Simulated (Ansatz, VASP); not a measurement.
## One calculation of TiN, two programs

```
Ti N
1.0
     0.00000    2.12062    2.12062
     2.12062    0.00000    2.12062
     2.12062    2.12062    0.00000
Ti N
1 1
Cartesian
  0.0000 0.0000 0.0000
  2.1206 2.1206 2.1206
```

The cell is a database's computed one.

Alike in both runs: task single point; functional LDA; k mesh 8 × 8 × 8; occupations gaussian, width 0.1 eV; no spin polarisation.

|  | VASP | Ansatz |
| --- | --- | --- |
| version | VASP 6.6.1 | Ansatz 0.2.0 |
| potentials or method | VASP PAW LDA potentials, release 64 (Ti_sv, N) | scalar-relativistic, plane waves, PAW |
| plane-wave cutoff (eV) | 520 | 420 |
| valence electrons in the cell | 17 | 17 |

Ansatz gave:

```
gap on the k mesh at the Fermi level (eV) : none
pressure (GPa)                            : -14.1
```

Estimate VASP's values.

gap on the k mesh at the Fermi level (eV): none; pressure (GPa): -13.1.

A gap of «none» marks a metal or a gap that the smearing closes. Ansatz warned: «pseudo_functional_mismatch».
